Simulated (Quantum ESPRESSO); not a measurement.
Crystal: FeO (Wuestite).

```
CELL_PARAMETERS angstrom
0.00000 2.15540 2.15540
2.15540 0.00000 2.15540
2.15540 2.15540 0.00000
ATOMIC_POSITIONS crystal
Fe 0.00000 0.00000 0.00000
O 0.50000 0.50000 0.50000
```

Base run:

- Program: Quantum ESPRESSO 7.5
- Functional: LDA
- Potentials or basis: GBRV 1.5 LDA
- Cutoff: 762 eV
- Density cutoff: 6095 eV
- k mesh: 11 × 11 × 11
- Occupations: fermi-dirac, width 0.05 eV
- Spin: collinear spin, ferromagnetic start
- Starting moments: [3.0, 0.0] μB

Its results: band gap on the k mesh none (metal or under the smearing width); pressure -15.5 GPa; net moment 4.00 μB per cell; site moments Fe +3.43; O +0.34 μB.

Task: The run is repeated on the same cell with these changes: functional from LDA to PBEsol; potentials or basis from GBRV 1.5 LDA to GBRV 1.5 PBEsol. What comes out?

Result: Band gap on the k mesh none (metal or under the smearing width); pressure -8.4 GPa; net moment 4.00 μB per cell; site moments Fe +3.46; O +0.32 μB.

Caveats: a cell with one magnetic atom can't hold antiferromagnetic order, which such compounds often take; semilocal functionals often make such compounds metallic where correlation or magnetic order opens a gap, which also shifts bond lengths; so large a pressure means that the cell lies far from this level's equilibrium, or that cutoff or potentials fall short (some runs).
